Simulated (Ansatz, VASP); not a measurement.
# Pb in VASP and in Ansatz

Contents of INCAR:

```
SYSTEM = Pb
ALGO = Normal
EDIFF = 1E-6
ENCUT = 520
GGA = PE
ISIF = 2
ISMEAR = 0
LASPH = .TRUE.
LCHARG = .TRUE.
LELF = .TRUE.
LREAL = .FALSE.
LVHAR = .TRUE.
LWAVE = .FALSE.
NBANDS = 13
NELM = 100
PREC = Accurate
SIGMA = 0.1
```

KPOINTS

```
k-points
0
G
  14 14 14
  0 0 0
```

The input POSCAR:

```
Pb
1.0
    0.0000000000      2.4429783329      2.4429783329
    2.4429783329      0.0000000000      2.4429783329
    2.4429783329      2.4429783329      0.0000000000
Pb
1
Direct
    0.0000000000      0.0000000000      0.0000000000
```

Input for Ansatz:

```yaml
crystal:
  lattice:
    - [0.0, 2.4429783329, 2.4429783329]
    - [2.4429783329, 0.0, 2.4429783329]
    - [2.4429783329, 2.4429783329, 0.0]
  atoms:
    - { symbol: Pb, position: [0.0, 0.0, 0.0] }
basis:
  ecutwfc: 420
kpoints:
  mp_grid: { grid: [14, 14, 14] }
hamiltonian:
  xc: pbe
scf:
  occupations: { method: gaussian, width: 0.1 }
output:
  forces: true
  stress: true
  eigenvalues: true
```

Alike in both runs: task single point; functional PBE; k mesh 14 × 14 × 14; occupations gaussian, width 0.1 eV; no spin polarisation.

|  | VASP | Ansatz |
| --- | --- | --- |
| version | VASP 6.6.1 | Ansatz 0.2.0 |
| potentials or method | VASP PAW PBE potentials, release 64 (Pb_d) | scalar-relativistic, plane waves, PAW |
| plane-wave cutoff (eV) | 520 | 420 |
| valence electrons in the cell | 14 | 14 |

|  | VASP | Ansatz | Ansatz less VASP |
| --- | --- | --- | --- |
| gap on the k mesh at the Fermi level (eV) | none | none | - |
| pressure (GPa) | 4.6 | 4.6 | +0.07 |

A gap of «none» marks a metal or a gap that the smearing closes. With one functional, cell and mesh, what is left measures potentials, basis and numerics.

Spin-orbit coupling is left out, which matters for the levels of Pb.
